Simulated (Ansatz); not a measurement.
Set up this calculation in Ansatz 0.2.0, as the native input.

- Task: single point
- Functional: PBE
- Potentials or basis: PseudoDojo stringent (PBE files)
- Cutoff: 1143 eV
- Density cutoff: 4572 eV
- k mesh: 12 × 12 × 1
- Occupations: fermi-dirac, width 0.05 eV
- Spin: no spin polarisation
- Boundary along the surface normal: dipole_correction
- Miller: [0, 0, 1]
- Bulk formula: Zn

The system is Zn, a slab with vacuum.

```xyz
5
Lattice="2.6170 0.0000 0.0000 -1.3085 2.2682 0.0000 0.0000 0.0000 24.7168" Properties=species:S:1:pos:R:3 pbc="T T T"
Zn    0.0000    1.5394    7.5000
Zn    0.0000    0.0523    9.9164
Zn    0.0000    1.5917   12.3584
Zn    1.3085    0.8630   14.8004
Zn    0.0000    1.6440   17.2168
```

The cell isn't the ideal one: the (0 0 1) slab of Zn, cut from the database cell, not relaxed.

The input as run:

input.yaml

```yaml
crystal:
  lattice:
    - [2.61697402, 0.0, 0.0]
    - [-1.30848701, 2.2681701736, 0.0]
    - [0.0, 0.0, 24.7167705914]
  atoms:
    - { symbol: Zn, position: [0.3393536486, 0.6787072973, 0.3034376992] }
    - { symbol: Zn, position: [0.0115275509, 0.0230551018, 0.4011997588] }
    - { symbol: Zn, position: [0.3508811995, 0.7017623991, 0.5] }
    - { symbol: Zn, position: [0.6902348482, 0.3804696963, 0.5988002412] }
    - { symbol: Zn, position: [0.3624087504, 0.7248175009, 0.6965623008] }
hamiltonian:
  xc: pbe
  pseudopotentials: { kind: nc, accuracy: stringent }
kpoints:
  mp_grid: { grid: [12, 12, 1] }
scf:
  occupations: { method: fermi_dirac, width: 0.05 }
output:
  forces: true
  eigenvalues: true
efield:
  axis: 3
  dipole_correction: true
  ramp_width: 0.04
```

Potentials or basis: PseudoDojo stringent (PBE files).

Launch:

```console
$ ansatz run input.yaml --threads 4 --pin off --max-ram 11264MiB --backend cpu --events-out ev --progress --plain --runs-dir out
```

It gave:

```
Largest force                   : 0.178 eV/Å
Band gap on the k mesh          : none (metal or under the smearing width)
Work function of the upper face : 3.94 eV
Work function of the lower face : 3.94 eV
Dipole across the slab          : 0.000 e·Å
```

Wall time 36 s on 4 threads of Arm Neoverse V1, with other jobs on the host, peak memory 1.5 GiB.
